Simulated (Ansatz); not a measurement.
# MgO: properties at the relaxed cell

One table from this session's results is given with a row withheld; the runs are named, their logs left out.

The COD entry's cell or inner coordinates are ideal or old and differ from later refinements, so a difference from it is no clean test against experiment.

Computed with Ansatz 0.2.0 (DFT PBE, scalar-relativistic, plane waves, PAW, unless a step's input says otherwise).

1 further run of the same task is left out (set aside as unsound or not needed).

## The starting structure

The structure is cubic, space group Fm-3m (No. 225). The conventional cell has a = 4.254 Å, b = 4.254 Å, c = 4.254 Å, α = 90.00°, β = 90.00°, γ = 90.00°. Mg (site symmetry m-3m) is surrounded by 6 O at 2.13 Å. Around O (site symmetry m-3m) lie 6 Mg at 2.13 Å.

Coordinates:

```cif
data_structure
_symmetry_space_group_name_H-M 'P 1'
_symmetry_Int_Tables_number 1
_cell_length_a 3.0078
_cell_length_b 3.0078
_cell_length_c 3.0078
_cell_angle_alpha 60.000
_cell_angle_beta 60.000
_cell_angle_gamma 60.000
_cell_volume 19.24
loop_
_atom_site_label
_atom_site_type_symbol
_atom_site_fract_x
_atom_site_fract_y
_atom_site_fract_z
_atom_site_occupancy
Mg1 Mg 0.00000 0.00000 0.00000 1
O1 O 0.50000 0.50000 0.50000 1
```

This cell was relaxed beforehand with the same method: volume 9.62 Å³/atom, gap on the mesh 4.46 eV.

The first run:

input.yaml reads:

```yaml
crystal:
  lattice:
    - [0.0, 2.1268522619, 2.1268522619]
    - [2.1268522619, 0.0, 2.1268522619]
    - [2.1268522619, 2.1268522619, 0.0]
  atoms:
    - { symbol: Mg, position: [0.0, 0.0, 0.0] }
    - { symbol: O, position: [0.5, 0.5, 0.5] }
basis:
  ecutwfc: 420
kpoints:
  mp_grid: { grid: [10, 10, 10] }
  band_path:
    path:
      - [[0.0, 0.0, 0.0], [0.5, 0.0, 0.5], [0.625, 0.25, 0.625]]
      - [[0.375, 0.375, 0.75], [0.0, 0.0, 0.0], [0.5, 0.5, 0.5], [0.5, 0.25, 0.75], [0.5, 0.0, 0.5]]
    npoints: 14
hamiltonian:
  xc: pbe
scf:
  occupations: { method: gaussian, width: 0.02 }
  n_extra_bands: 6
output:
  forces: true
  stress: true
  eigenvalues: true
  populations: true
  dos: { projected: true, de: 0.02, nscf_kmesh: { grid: [15, 15, 15] } }
  bader: true
  write_density: true
  write_potential: true
  elf: true
  volumetric_format: npy
```

Run with:

```console
ansatz run input.yaml --threads 1 --pin off --max-ram 2560MiB --backend cpu --events-out ev --progress --plain --runs-dir out
```

Among the steps run: Static run: bands, density of states and charges; Band edges anywhere in the zone; Levels beside the edges; The cell scaled to 0.97 of its volume; Point at V/V0 = 1.03; The cell scaled to 0.94 of its volume; Volume × 1.06.

One of the session's tables, all rows but one given; the rest of the session is left out.

It belongs to the step «Energy against volume». 

| volume (Å³/atom) | energy above the lowest point (meV/atom) | pressure (GPa) | gap on the mesh (eV) |
| --- | --- | --- | --- |
| 9.044 | 18.0 | 10.49 | 5.06 |
| 9.332 | 4.3 | 4.84 | 4.75 |
| 9.621 | 0.0 | 0.01 | 4.46 |
| 9.909 | ? | ? | ? |
| 10.198 | 14.5 | -7.70 | 3.94 |

**Question.** Estimate the row for volume (Å³/atom) = 9.909.

Worked estimate for «energy above the lowest point (meV/atom)». A straight line through the neighbours (9.621, 0.0) and (10.198, 14.5) gives 0.0 + (14.5 − 0.0) × (9.909 − 9.621) / (10.198 − 9.621) = 7.2; a parabola fitted to 3 rows on both sides gives 3.4.

As computed: energy above the lowest point (meV/atom): 3.8; pressure (GPa): -4.14; gap on the mesh (eV): 4.19. In «energy above the lowest point (meV/atom)» the line misses by +3.4 and the parabola by -0.4.
